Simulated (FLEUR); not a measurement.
# TaS2 (P-3m1) in FLEUR: single point with PBEsol

Aim: the single point of TaS2 with PBEsol.

All numbers are computed with FLEUR MaX-R8.1 (later development tree); they aren't measurements. Logs are shortened: lines on timing, memory, paths and dates and some standing lists are left out, and cuts for length are marked.

## 1. The crystal as given

Symmetry: P-3m1, No. 164, trigonal system. The conventional cell has a = 3.350 Å, b = 3.350 Å, c = 5.860 Å, α = 90.00°, β = 90.00°, γ = 120.00°. Ta (site symmetry -3m) has 6 S at 2.43 Å as nearest neighbours. Around S (site symmetry 3m) lie 3 Ta at 2.43 Å.

## 2. Single point, PBEsol

The input, inp.xml:

```xml
<?xml version="1.0" encoding="UTF-8" standalone="no"?>
<fleurInput fleurInputVersion="0.39">
   <comment>
      TaS2                                                                                                
   </comment>
   <calculationSetup>
      <cutoffs Kmax="5.7" Gmax="17.7" GmaxXC="17.7" numbands="0"/>
      <scfLoop itmax="60" minDistance="0.00001" maxIterBroyd="15" imix="Anderson" alpha="0.05" precondParam="0.0" spinf="2.0" sdNocoIR="T"/>
      <coreElectrons ctail="T" frcor="F" kcrel="0" coretail_lmax="0"/>
      <xcFunctional name="PBEs" relativisticCorrections="F"/>
      <magnetism jspins="1"/>
      <soc l_soc="F" theta="0.0" phi="0.0" spav="F"/>
      <expertModes spex="0" secvar="F"/>
      <geometryOptimization l_f="F" forcealpha="1.0" forcemix="BFGS" epsdisp="0.00001" epsforce="0.00001"/>
      <ldaU l_linMix="F" mixParam="0.05" spinf="1.0"/>
   </calculationSetup>
   <cell>
      <bzIntegration valenceElectrons="39.0" mode="hist" fermiSmearingEnergy="0.00183747">
         <kPointListSelection listName="default-1"/>
         <!-- k-points included here -->
         <xi:include xmlns:xi="http://www.w3.org/2001/XInclude" href="kpts.xml"> </xi:include>
      </bzIntegration>
      <!-- symmetry operations included here -->
      <xi:include xmlns:xi="http://www.w3.org/2001/XInclude" href="sym.xml"> </xi:include>
      <bulkLattice scale="1.0">
         <bravaisMatrix>
            <row-1>    6.3305825174099999     0.0000000000000000     0.0000000000000000</row-1>
            <row-2>   -3.1652912587049999     5.4824452808725237     0.0000000000000000</row-2>
            <row-3>    0.0000000000000000     0.0000000000000000    11.0737950901560005</row-3>
         </bravaisMatrix>
      </bulkLattice>
   </cell>
   <atomSpecies>
      <species name="Tantalum (Ta)" element="Ta" atomicNumber="73">
         <mtSphere radius="2.37" gridPoints="819" logIncrement="0.016"/>
         <atomicCutoffs lmax="10" lnonsphr="10"/>
         <electronConfig flipSpins="F">
            <coreConfig>(1s1/2) (2s1/2) (2p1/2) (2p3/2) (3s1/2) (3p1/2) (3p3/2) (4s1/2) (3d3/2) (3d5/2) (4p1/2) (4p3/2) (4d3/2) (4d5/2)</coreConfig>
            <valenceConfig>(5s1/2) (5p1/2) (5p3/2) (6s1/2) (4f5/2) (4f7/2) (5d3/2) (5d5/2)</valenceConfig>
            <stateOccupation state="(5d3/2)" spinUp="0.600000" spinDown="0.600000"/>
            <stateOccupation state="(5d5/2)" spinUp="0.900000" spinDown="0.900000"/>
         </electronConfig>
         <energyParameters s="6" p="6" d="5" f="4"/>
         <lo type="SCLO" l="0" n="5" eDeriv="0"/>
         <lo type="SCLO" l="1" n="5" eDeriv="0"/>
         <lo type="SCLO" l="2" n="5" eDeriv="2"/>
         <lo type="SCLO" l="3" n="4" eDeriv="2"/>
      </species>
      <species name="Sulfur (S)" element="S" atomicNumber="16">
         <mtSphere radius="1.72" gridPoints="585" logIncrement="0.02"/>
         <atomicCutoffs lmax="8" lnonsphr="8"/>
         <electronConfig flipSpins="F">
            <coreConfig>(1s1/2) (2s1/2) (2p1/2) (2p3/2)</coreConfig>
            <valenceConfig>(3s1/2) (3p1/2) (3p3/2)</valenceConfig>
            <stateOccupation state="(3p1/2)" spinUp="0.666667" spinDown="0.666667"/>
            <stateOccupation state="(3p3/2)" spinUp="1.333333" spinDown="1.333333"/>
         </electronConfig>
         <energyParameters s="3" p="3" d="3" f="4"/>
         <lo type="SCLO" l="0" n="3" eDeriv="2"/>
         <lo type="SCLO" l="1" n="3" eDeriv="2"/>
         <lo type="SCLO" l="2" n="3" eDeriv="2"/>
         <lo type="SCLO" l="3" n="4" eDeriv="2"/>
      </species>
   </atomSpecies>
   <atomGroups>
      <atomGroup species="Tantalum (Ta)">
         <relPos label="                   1">.0000000000 .0000000000 .0000000000</relPos>
         <force calculate="T" relaxXYZ="TTT"/>
      </atomGroup>
      <atomGroup species="Sulfur (S)">
         <relPos label="                   2">-1.000/3.000 1.000/3.000 -1.000/4.000</relPos>
         <relPos label="                   3">1.000/3.000 -1.000/3.000 1.000/4.000</relPos>
         <force calculate="T" relaxXYZ="TTT"/>
      </atomGroup>
   </atomGroups>
   <output dos="F" band="F" slice="F">
      <checks vchk="F" cdinf="F"/>
      <bandDOS minEnergy="-.5*Htr" maxEnergy="0.5*Htr" sigma="0.015" storeEVData="T"/>
      <vacuumDOS vacdos="F" integ="F" star="F" nstars="0" locx1="0.0" locy1="0.0" locx2="0.0" locy2="0.0" nstm="0" tworkf="0.0"/>
      <unfoldingBand unfoldBand="F" supercellX="1" supercellY="1" supercellZ="1"/>
      <plotting iplot="0" polar="F">
         <plot TwoD="T" vec1="  1.0  0.0  0.0" vec2="  0.0  1.0  0.0" vec3="  0.0  0.0  1.0" zero="  0.0  0.0  0.0" file="plot"/>
      </plotting>
      <chargeDensitySlicing numkpt="0" minEigenval="0.0" maxEigenval="0.0" nnne="0" pallst="F"/>
      <specialOutput eonly="F"/>
      <moessbauerParams electricFieldGradient="T" isomerShift="T" coreHyperfine="T" valenceHyperfine="T"/>
      <magneticCircularDichroism mcd="F" energyLo="-10.0" energyUp="0.0"/>
   </output>
  <!-- We include the file relax.xml here to enable relaxations (see documentation) -->
  <xi:include xmlns:xi="http://www.w3.org/2001/XInclude" href="relax.xml"> <xi:fallback/> </xi:include>
</fleurInput>
```

The input, crystal.txt:

```
TaS2
&input cartesian=F /
3.3500000000  0.0000000000  0.0000000000
-1.6750000000  2.9011851027  0.0000000000
0.0000000000  0.0000000000  5.8600000000
1.8897261246
1.0 1.0 1.0

3
73 0.0000000000  0.0000000000  0.0000000000
16 0.6666666667  0.3333333333  0.7500000000
16 0.3333333333  0.6666666667  0.2500000000

&kpt div1=9 div2=9 div3=5 gamma=T /
```

Potentials or basis: all-electron, FLAPW.

On the command line:

```bash
inpgen -f crystal.txt -profile fastHighL
# inp.xml edited to the form shown
mpirun -n 4 fleur_MPI -pe_per_kpt 1
```

Output:

```text
Welcome to FLEUR        (www.flapw.de)
      MaX-Release 8.1          (www.max-centre.eu)

 ========== k-point set info ==========
 Selected k-point list: default-1
 k-point list type: mesh
 9 x 9 x 5
 Number of k points: 50

 ------------Calculation Setup---------------------------
 Number of MPI-tasks      :            4
 Number of PE/node        :            4
 Number of OMP-threads    :            1
 Using exactly            1  PE per kpt
 k-points in parallel     :            4
 pe's per k-point         :            1
 No of k-point loops      :           12
 Info/Warning             : your k-point parallelism is not fully load-balanced
 Using exactly            1  PE per kpt
 Using exactly            1  PE per kpt
 Using exactly            1  PE per kpt
 Eigenvalue solver        :       lapack
 Number of basis functions:         1297
 Approximate size of matrices (H+S) per k-point:         0.025 GB
 --------------------------------------------------------
 Iteration:     1   Distance:      10.22944149 me/bohr^3
 Iteration:     2   Distance:       9.15789102 me/bohr^3
 Iteration:     3   Distance:       4.55267015 me/bohr^3
 Iteration:     4   Distance:       2.66530593 me/bohr^3
 Iteration:     5   Distance:       1.73720549 me/bohr^3
 Iteration:     6   Distance:       1.25910170 me/bohr^3
 Iteration:     7   Distance:       0.98339138 me/bohr^3
 Iteration:     8   Distance:       0.21107321 me/bohr^3
 Iteration:     9   Distance:       0.05090891 me/bohr^3
 Iteration:    10   Distance:       0.01887305 me/bohr^3
 Iteration:    11   Distance:       0.00403913 me/bohr^3
 Iteration:    12   Distance:       0.00302758 me/bohr^3
 Iteration:    13   Distance:       0.00025646 me/bohr^3
 Iteration:    14   Distance:       0.00023257 me/bohr^3
 Iteration:    15   Distance:       0.00003714 me/bohr^3
 Iteration:    16   Distance:       0.00003256 me/bohr^3
 Iteration:    17   Distance:       0.00001606 me/bohr^3
 Iteration:    18   Distance:       0.00001199 me/bohr^3
 Iteration:    19   Distance:       0.00000318 me/bohr^3

 ********************************************************************
 Run finished successfully
 Stop message:
   all done
 ********************************************************************
```

Wall time 2.1 min (4 MPI ranks of Intel Xeon 6975P-C (Granite Rapids), shared host).

What came out:

| Item | Value |
| --- | --- |
| Free energy | -446776.4135 eV |
| Band gap on the k mesh | none (metal or under the smearing width) |
| Valence electrons inside the program's atomic spheres | Ta 24.45; S 2.94 (radii Ta 2.37, S 1.72 bohr) |

Core levels (eV from the Fermi level):
| atom | levels |
| --- | --- |
| 1 Ta | 1s1/2 -67250.8, 2s1/2 -11543.7, 2p1/2 -11032.1, 2p3/2 -9762.5, 3s1/2 -2641.0, 3p1/2 -2413.7, 3p3/2 -2140.4, 4s1/2 -534.8, 3d3/2 -1756.8, 3d5/2 -1697.2, 4p1/2 -441.2, 4p3/2 -378.2, 4d3/2 -224.4, 4d5/2 -212.8 |
| 2 S | 1s1/2 -2395.5, 2s1/2 -205.4, 2p1/2 -151.3, 2p3/2 -150.1 |
| 3 S | 1s1/2 -2395.5, 2s1/2 -205.4, 2p1/2 -151.3, 2p3/2 -150.1 |

 The run has no spin-orbit coupling, so splittings on Ta are missing.
